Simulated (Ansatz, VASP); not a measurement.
# One calculation of WC (Qusongite), two programs

```
CELL_PARAMETERS angstrom
2.90650 0.00000 0.00000
-1.45325 2.51710 0.00000
0.00000 0.00000 2.83660
ATOMIC_POSITIONS crystal
W 0.00000 0.00000 0.00000
C 0.66667 0.33333 0.50000
```

Alike in both runs: functional LDA; k mesh 10 × 10 × 9; occupations fermi-dirac, width 0.05 eV; no spin polarisation.

```csv
,VASP,Ansatz
version,VASP 6.6.1,Ansatz 0.2.0
potentials or method,"VASP PAW LDA potentials, release 64 (W_sv, C)",Ansatz PAW
plane-wave cutoff (eV),520,420
valence electrons in the cell,18,18
task,single point,band structure
```

Ansatz gave:

| Quantity | Value |
| --- | --- |
| gap on the k mesh at the Fermi level (eV) | none |
| pressure (GPa) | -9.8 |
| largest component of the traceless stress (GPa) | 1.72 |

**Question.** Which values does VASP return?

**Answer.** gap on the k mesh at the Fermi level (eV): none; pressure (GPa): -7.3; largest component of the traceless stress (GPa): 1.41.

A gap of «none» marks a metal or a gap that the smearing closes.

Caveats: the pressure holds a Pulay correction of +0.3 GPa for the finite cutoff (Ansatz); spin-orbit coupling is left out, which moves the levels of the heavy elements (Ansatz); the PAW data sets come from PBE, with cores solved anew for the run's functional, which leaves a small shift of forces and pressure (Ansatz). The runs have no spin-orbit coupling, so splittings on W are missing.
